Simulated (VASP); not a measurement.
# BaZrO3 (Pm-3m) in VASP: dielectric tensor with r2SCAN

Aim: the dielectric tensor of BaZrO3 with r2SCAN.

Everything below comes from runs of VASP 6.6.1. Logs are shortened: lines on timing, memory, paths and dates and some standing lists are left out, and cuts for length are marked.

## (1) Starting point

Symmetry: Pm-3m, No. 221, cubic system. The conventional cell has a = 4.189 Å, b = 4.189 Å, c = 4.189 Å, α = 90.00°, β = 90.00°, γ = 90.00°. Ba (site symmetry m-3m) is surrounded by 12 O at 2.96 Å. Zr (site symmetry m-3m) has 6 O at 2.09 Å as nearest neighbours. O (site symmetry 4/mmm) is surrounded by 2 Zr at 2.09 Å.

The cell is a database's computed one.

## (2) Dielectric tensor, r2SCAN

INCAR reads:

```
SYSTEM = BaZrO3
PREC     = Accurate       ! precision mode
ENCUT    = 520            ! plane-wave cutoff, eV
EDIFF    = 1E-8           ! SCF threshold, eV
ISMEAR   = 0              ! smearing method
SIGMA    = 0.02           ! smearing width, eV
LREAL    = .False.        ! projectors in reciprocal space
LASPH    = .True.         ! aspherical terms in the spheres
NELM     = 60             ! most SCF steps
ALGO     = Normal         ! electronic algorithm
ISIF     = 2              ! what is computed and relaxed
LWAVE    = .False.        ! write WAVECAR
LCHARG   = .False.        ! write CHGCAR
METAGGA  = R2SCAN         ! meta-GGA
LMIXTAU  = .True.       
LCALCEPS = .True.
```

KPOINTS reads:

```
regular mesh
0
Gamma
  6 6 6
  0 0 0
```

POSCAR reads:

```
BaZrO3
1.0
    4.1893600000      0.0000000000      0.0000000000
    0.0000000000      4.1893600000      0.0000000000
    0.0000000000      0.0000000000      4.1893600000
Ba Zr O
1 1 3
Direct
    0.0000000000      0.0000000000      0.0000000000
    0.5000000000      0.5000000000      0.5000000000
    0.5000000000      0.0000000000      0.5000000000
    0.5000000000      0.5000000000      0.0000000000
    0.0000000000      0.5000000000      0.5000000000
```

Potentials or basis: VASP PAW PBE potentials, release 64 (Ba_sv, Zr_sv, O).

Launch:

```console
> cat potpaw_PBE.64/Ba_sv/POTCAR potpaw_PBE.64/Zr_sv/POTCAR potpaw_PBE.64/O/POTCAR > POTCAR
> mpirun -np 1 vasp_std > vasp.out
```

OUTCAR:

```text
SYSTEM = BaZrO3
   PREC = Accurate
   ENCUT = 520
   EDIFF = 1E-8
   ISMEAR = 0
   LREAL = .False.
   LASPH = .True.
   NELM = 60
   ISIF = 2
   METAGGA = R2SCAN

 ion  position               nearest neighbor table
   1  0.000  0.000  0.000-   3 2.96   4 2.96   5 2.96   3 2.96   5 2.96   4 2.96   5 2.96   5 2.96
                             3 2.96   4 2.96   3 2.96   4 2.96   2 3.63   2 3.63   2 3.63   2 3.63
   2  0.500  0.500  0.500-   3 2.09   4 2.09   5 2.09   4 2.09   3 2.09   5 2.09   1 3.63   1 3.63
                             1 3.63   1 3.63   1 3.63   1 3.63   1 3.63   1 3.63
   3  0.500  0.000  0.500-   2 2.09   2 2.09   1 2.96   1 2.96   1 2.96   1 2.96
   4  0.500  0.500  0.000-   2 2.09   2 2.09   1 2.96   1 2.96   1 2.96   1 2.96
   5  0.000  0.500  0.500-   2 2.09   2 2.09   1 2.96   1 2.96   1 2.96   1 2.96

  LATTYP: Found a simple cubic cell.
 ALAT       =     4.1893600000

  Lattice vectors:

 A1 = (   4.1893600000,   0.0000000000,   0.0000000000)
 A2 = (   0.0000000000,   4.1893600000,   0.0000000000)
 A3 = (   0.0000000000,   0.0000000000,   4.1893600000)

Analysis of symmetry for initial positions (statically):
=====================================================================
 Subroutine PRICEL returns:
 Original cell was already a primitive cell.

 Routine SETGRP: Setting up the symmetry group for a
 simple cubic supercell.

 Subroutine GETGRP returns: Found 48 space group operations
 (whereof 48 operations were pure point group operations)
 out of a pool of 48 trial point group operations.

The static configuration has the point symmetry O_h .

Analysis of symmetry for dynamics (positions and initial velocities):
=====================================================================
 Subroutine PRICEL returns:
 Original cell was already a primitive cell.

 Routine SETGRP: Setting up the symmetry group for a
 simple cubic supercell.

 Subroutine GETGRP returns: Found 48 space group operations
 (whereof 48 operations were pure point group operations)
 out of a pool of 48 trial point group operations.

The dynamic configuration has the point symmetry O_h .

 Subroutine INISYM returns: Found 48 space group operations
 (whereof 48 operations are pure point group operations),
 and found     1 'primitive' translations

----------------------------------------------------------------------------------------

                                     Primitive cell

  volume of cell :      73.5264
[... 151 lines left out ...]
  band No.  band energies     occupation
      1     -45.0051      2.00000
      2     -22.4984      2.00000
      3     -22.4505      2.00000
      4     -22.4505      2.00000
      5     -22.4505      2.00000
      6     -13.8500      2.00000
[... 637 lines left out ...]
     23   10000.0000      0.00000
     24   10000.0000      0.00000

 [... further k-points ...]

------------------------ aborting loop because EDIFF is reached ----------------------------------------

            Ionic dipole moment: p[ion]=(   -50.27232   -50.27232   -50.27232 ) |e| Angst

 Total electronic dipole moment: p[elc]=(     0.00000     0.00000     0.01417 ) |e| Angst

 MACROSCOPIC STATIC DIELECTRIC TENSOR (including local field effects)
 ------------------------------------------------------
           4.487123    -0.000000    -0.000000
          -0.000000     4.487123    -0.000000
          -0.000000    -0.000000     4.487123
 ------------------------------------------------------

 PIEZOELECTRIC TENSOR (including local field effects) (e Angst)
          XX          YY          ZZ          XY          YZ          ZX
  --------------------------------------------------------------------------------
  x     0.00000     0.00000     0.00000     0.00000     0.00000     0.00000
  y     0.00000     0.00000     0.00000     0.00000     0.00000     0.00000
  z     0.00000     0.00000     0.00000     0.00000     0.00000     0.00000

 PIEZOELECTRIC TENSOR (including local field effects) (C/m^2)
          XX          YY          ZZ          XY          YZ          ZX
  --------------------------------------------------------------------------------
  x     0.00000     0.00000     0.00000     0.00000     0.00000     0.00000
  y     0.00000     0.00000     0.00000     0.00000     0.00000     0.00000
  z     0.00000     0.00000     0.00000     0.00000     0.00000     0.00000

 BORN EFFECTIVE CHARGES (including local field effects) (in |e|, cummulative output)
 ---------------------------------------------------------------------------------
 ion    1
    1     2.67843     0.00000     0.00000
    2     0.00000     2.67843    -0.00000
    3     0.00000     0.00000     2.67843
 ion    2
    1     6.00820     0.00000    -0.00000
    2     0.00000     6.00820    -0.00000
    3     0.00000     0.00000     6.00820
 ion    3
    1    -1.97669    -0.00000     0.00000
    2    -0.00000    -4.73324    -0.00000
    3    -0.00000     0.00000    -1.97669
 ion    4
    1    -1.97669    -0.00000    -0.00000
    2    -0.00000    -1.97669    -0.00000
    3    -0.00000     0.00000    -4.73324
 ion    5
    1    -4.73324    -0.00000    -0.00000
    2    -0.00000    -1.97669     0.00000
    3    -0.00000    -0.00000    -1.97669

  FORCE on cell =-STRESS in cart. coord.  units (eV):
  Direction    XX          YY          ZZ          XY          YZ          ZX
  --------------------------------------------------------------------------------------
  -------------------------------------------------------------------------------------
  Total        1.3588902      1.3588902      1.3588902      0.0000000      0.0000000      0.0000000
  in kB       29.6109212     29.6109212     29.6109212      0.0000000      0.0000000      0.0000000
  external PRESSURE =      29.6109212 kB  Pullay stress =       0.0000000 kB

 VOLUME and BASIS-vectors are now :
 -----------------------------------------------------------------------------
  energy-cutoff  :      520.00
  volume of cell :       73.53
      direct lattice vectors                 reciprocal lattice vectors
     4.189360000  0.000000000  0.000000000     0.238699945  0.000000000  0.000000000
     0.000000000  4.189360000  0.000000000     0.000000000  0.238699945  0.000000000
     0.000000000  0.000000000  4.189360000     0.000000000  0.000000000  0.238699945

 POSITION                                       TOTAL-FORCE (eV/Angst)
 -----------------------------------------------------------------------------------
      0.00000      0.00000      0.00000         0.000000      0.000000      0.000000
      2.09468      2.09468      2.09468         0.000000      0.000000      0.000000
      2.09468      0.00000      2.09468         0.000000      0.000000      0.000000
      2.09468      2.09468      0.00000         0.000000      0.000000      0.000000
      0.00000      2.09468      2.09468         0.000000      0.000000      0.000000
 -----------------------------------------------------------------------------------
    total drift:                                0.000000     -0.000000     -0.000000

  FREE ENERGIE OF THE ION-ELECTRON SYSTEM (eV)
  ---------------------------------------------------
  free  energy   TOTEN  =       -85.0944576367 eV

  energy  without entropy=      -85.0944576367  energy(sigma->0) =      -85.09445764
```

stdout:

```text
POSCAR found type information on POSCAR BaZrO
 POSCAR found :  3 types and       5 ions
 scaLAPACK will be used
 -----------------------------------------------------------------------------
|                                                                             |
|                                                                             |
[... 110 lines left out ...]
 p_tot=( -0.503E+02 -0.503E+02 -0.503E+02 )
dp_tot=(  0.804E-08 -0.261E-07  0.142E-01 )  diag[e(oo)]=(    ---      ---    4.49357 )
 p_tot=( -0.503E+02 -0.503E+02 -0.503E+02 )
dp_tot=(  0.801E-08 -0.260E-07  0.142E-01 )  diag[e(oo)]=(    ---      ---    4.49038 )
 final diagonalization full
 p_tot=( -0.503E+02 -0.503E+02 -0.503E+02 )
dp_tot=(  0.800E-08 -0.260E-07  0.142E-01 )  diag[e(oo)]=(    ---      ---    4.48712 )
```

It took 19 min on 1 thread of Intel Xeon 6975P-C (Granite Rapids), shared host; peak memory 0.43 GiB.

What came out:

* Band gap on the k mesh: 3.71 eV, indirect (least direct gap 3.95 eV)
* Electronic dielectric tensor (diagonal): 4.49
* Born charges (mean of the diagonal): Ba +2.68; Zr +6.01; O -2.90 e

Electronic dielectric tensor:
```
4.49 0.00 0.00
0.00 4.49 0.00
0.00 0.00 4.49
```

Born effective charge tensors (e):
atom 1, Ba
```
2.68 0.00 0.00
0.00 2.68 0.00
0.00 0.00 2.68
```
atom 2, Zr
```
6.01 0.00 0.00
0.00 6.01 0.00
0.00 0.00 6.01
```
atom 3, O
```
-1.98  0.00  0.00
 0.00 -4.73  0.00
 0.00  0.00 -1.98
```
atom 4, O
```
-1.98  0.00  0.00
 0.00 -1.98  0.00
 0.00  0.00 -4.73
```
atom 5, O
```
-4.73  0.00  0.00
 0.00 -1.98  0.00
 0.00  0.00 -1.98
```

Dipole moments of the cell (e·Å, modulo the quantum): ionic -50.272, -50.272, -50.272; electronic 0.000, 0.000, 0.014

Caveat: the PAW data sets were made with another functional, which shifts forces and pressure a little; spin-orbit coupling is left out, which moves the levels of the heavy elements.
